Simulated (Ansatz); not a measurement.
Runs of Ansatz 0.2.0 on ZrB2. Symmetry: P6/mmm, No. 191, hexagonal system. Conventional cell: a = 3.170 Å, b = 3.170 Å, c = 3.533 Å, α = 90.00°, β = 90.00°, γ = 120.00°. Zr (site symmetry 6/mmm) has 12 B at 2.54 Å as nearest neighbours. B (site symmetry -6m2) has 3 B at 1.83 Å as nearest neighbours. 

```csv
task,level,potentials or basis,spin,cell,cutoff (eV),smearing,points for each segment of the path,gap on the mesh (eV),pressure (GPa),V0 of scaled cells (Å³/atom),B0 (GPa)
band structure,r2SCAN+D3(BJ)-ATM,Ansatz NC,"non-collinear, ferromagnetic start, SOC",as given,1160,fermi-dirac 0.025 eV,14,none,-0.5,-,-
single point,PBE,Ansatz PAW,off,"atoms moved at random, drawn with an rms of 0.05 Å",420,fermi-dirac 0.05 eV,-,none,1.8,-,-
single point,r2SCAN+D3(BJ),Ansatz PAW,"SOC, no magnetisation",volume scaled by 1.08,500,fermi-dirac 0.15 eV,-,none,-18.0,-,-
single point,PBE,Ansatz PAW,off,as given,420,fermi-dirac 0.05 eV,-,none,(b),-,-
relaxation of cell and atoms,BPBE+D3(BJ),PseudoDojo standard (PBE files),"SOC, no magnetisation",relaxed,1034,fermi-dirac 0.15 eV,-,-,0.0,-,-
equation of state,PBE,Ansatz PAW,off,as given,420,fermi-dirac 0.05 eV,-,-,-,(a),239
equation of state,rPW86-PBE,Ansatz PAW,off,as given,420,gaussian 0.1 eV,-,-,-,10.47,230
```

Alike in all rows: k mesh 10 × 10 × 8.

Q: Fill in the values left out.

A: (a) 10.28; (b) 0.8.

Caveats: the potentials were made for another functional, which shifts forces and pressure (some runs); pairwise dispersion overbinds metals, which lowers pressure and volume (some runs); the dispersion damping was fitted for another functional or another form of the correction (some runs); the cell was scaled at fixed shape and fractional positions, which overstates the stiffness of a crystal with free parameters, most of all of layers and chains (some runs); the magnetic or orbital state may not be the lowest (some runs); the starting moments weren't kept (some runs); the PAW data sets come from PBE, with cores solved anew for the run's functional, which leaves a small shift of forces and pressure (some runs).

A k mesh can miss the band edges, and rows without SOC leave out spin-orbit coupling on Zr.

A gap of «none» marks a metal or a gap under the smearing width.
